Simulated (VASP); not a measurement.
The system is ZnS (Wurtzite-2H).

```
CELL_PARAMETERS angstrom
3.81100 0.00000 0.00000
-1.90550 3.30042 0.00000
0.00000 0.00000 6.23400
ATOMIC_POSITIONS crystal
Zn 0.66667 0.33333 0.50000
Zn 0.33333 0.66667 0.00000
S 0.66667 0.33333 0.88500
S 0.33333 0.66667 0.38500
```

* Program: VASP 6.6.1
* Task: relaxation of cell and atoms
* Functional: PBE
* Potentials or basis: VASP PAW PBE potentials, release 64 (Zn, S_h)
* Cutoff: 980 eV
* k mesh: 8 × 8 × 5
* Occupations: fermi-dirac, width 0.05 eV
* Spin: no spin polarisation

At the start: pressure 2.8 GPa; volume 19.60 Å³/atom.

Where does the relaxation end?

Over 11 steps the energy falls by 10.1 meV/atom and the volume is 20.25 Å³/atom (+3.3 %); space group P6_3mc (No. 186, to 0.05 Å).

Step by step:
```csv
step,energy change (eV),largest force (eV/Å),pressure (GPa),volume (Å³)
1,0.0000,0.3245,2.80,78.41
2,-0.0309,0.0893,-1.10,82.36
3,-0.0338,0.1435,-0.27,81.35
4,-0.0338,0.1398,-0.35,81.41
5,-0.0374,0.0738,-0.21,81.14
6,-0.0385,0.0143,0.05,80.82
7,-0.0402,0.0092,0.24,80.71
8,-0.0403,0.0095,0.22,80.67
9,-0.0403,0.0090,0.24,80.69
10,-0.0405,0.0007,-0.13,81.12
11,-0.0406,0.0026,0.04,80.98
```

Final structure:
```
Zn S
1.0
     3.84838    0.00000    0.00000
    -1.92419    3.33280    0.00000
     0.00000    0.00000    6.31407
Zn S
2 2
Direct
  0.66667 0.33333 0.50532
  0.33333 0.66667 0.00532
  0.66667 0.33333 0.87968
  0.33333 0.66667 0.37968
```
